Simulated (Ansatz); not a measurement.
## ZnS: which input changes reach the field gradients?

Cell: a computed structure from the Materials Project (it need not be an observed phase), whose atoms a relaxation with PBE at fixed cell left in place.

```yaml
crystal:
  lattice:
    - [3.80509, 0.00000, 0.00000]
    - [-1.90254, 3.29530, 0.00000]
    - [0.00000, 0.00000, 24.91593]
  atoms:
    - { symbol: Zn, position: [0.33333, 0.66667, 0.12512] }
    - { symbol: Zn, position: [0.00000, 0.00000, 0.00016] }
    - { symbol: Zn, position: [0.66667, 0.33333, 0.62505] }
    - { symbol: Zn, position: [0.66667, 0.33333, 0.87514] }
    - { symbol: Zn, position: [0.00000, 0.00000, 0.75002] }
    - { symbol: Zn, position: [0.33333, 0.66667, 0.50008] }
    - { symbol: Zn, position: [0.00000, 0.00000, 0.37509] }
    - { symbol: Zn, position: [0.66667, 0.33333, 0.25013] }
    - { symbol: S, position: [0.66667, 0.33333, 0.34372] }
    - { symbol: S, position: [0.66667, 0.33333, 0.71858] }
    - { symbol: S, position: [0.33333, 0.66667, 0.21873] }
    - { symbol: S, position: [0.00000, 0.00000, 0.84367] }
    - { symbol: S, position: [0.66667, 0.33333, 0.96881] }
    - { symbol: S, position: [0.00000, 0.00000, 0.09373] }
    - { symbol: S, position: [0.33333, 0.66667, 0.59369] }
    - { symbol: S, position: [0.00000, 0.00000, 0.46869] }
```

Atom numbers follow the list; atoms alike are taken as one site, whose name carries the number of the first.

Reference run. All values are calculated (Ansatz; DFT, PBE, plane waves and PAW, scalar-relativistic, 420 eV cutoff, Γ-centred 8×8×2 k-points, Fermi–Dirac smearing 0.02 eV), not measured.

It gives V_zz (10²¹ V/m²) S12 0.29 (η 0.00), among others. Each of these runs changes the input as listed (caps on SCF iterations aside):

A. basis.ecutwfc: not typed → 250 eV
B. scf.lower_state_search: not typed → standard
C. scf.NELM: not typed → 400
D. basis.xc_grid: not typed → 2; total_charge: not typed → -1

Task: Which of these changes matter for the gradients?

Result: 

| run | S12 V_zz (η) | largest change of a gradient tensor, all atoms | note |
| --- | --- | --- | --- |
| A | 0.21 (0.00) | 0.09 | converged; cutoff below the recommended one |
| B | 0.29 (0.00) | 0.00 | converged |
| C | – | – | refused: unknown field `NELM` |
| D | 0.17 (0.00) | 0.12 | converged; cell charge -1 on a uniform background; no gap left; odd number of electrons without spin polarisation |

Run D moves them most, on S12 (V_zz from 0.29 to 0.17). Run C holds a keyword of another program.

Run D changes basis.xc_grid, total_charge together, so the table can't tell their shares apart.
